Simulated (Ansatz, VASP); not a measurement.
One calculation of MnO (Manganosite), two programs

```
Mn O
1.0
     0.00000    2.22300    2.22300
     2.22300    0.00000    2.22300
     2.22300    2.22300    0.00000
Mn O
1 1
Direct
  0.00000 0.00000 0.00000
  0.50000 0.50000 0.50000
```

Alike in both runs: functional PBE; k mesh 13 × 13 × 13; occupations fermi-dirac, width 0.05 eV; collinear spin.

Ansatz relaxed the structure, and its values are those at the end. VASP's run is a single point on that final structure, the one shown.

|  | VASP | Ansatz |
| --- | --- | --- |
| version | VASP 6.6.1 | Ansatz 0.2.0 |
| potentials or method | VASP PAW PBE potentials, release 64 (Mn_pv, O) | plane-wave PAW, scalar-relativistic |
| plane-wave cutoff (eV) | 520 | 420 |
| valence electrons in the cell | 19 | 21 |

```csv
,VASP,Ansatz,Ansatz less VASP
pressure (GPa),-0.3,-0.5,-0.17
net moment per atom (μB),2.38,2.38,0.000
size of the moment on the site where the two differ most (μB),4.32,4.04,-0.284
```

Site moments also hang on the region over which each program counts them. The two sets of potentials don't hold the same shells in valence. Ansatz warned: «stress_scf_threshold_loose».

Caveats: a cell with one magnetic atom can't hold antiferromagnetic order, which such compounds often take.
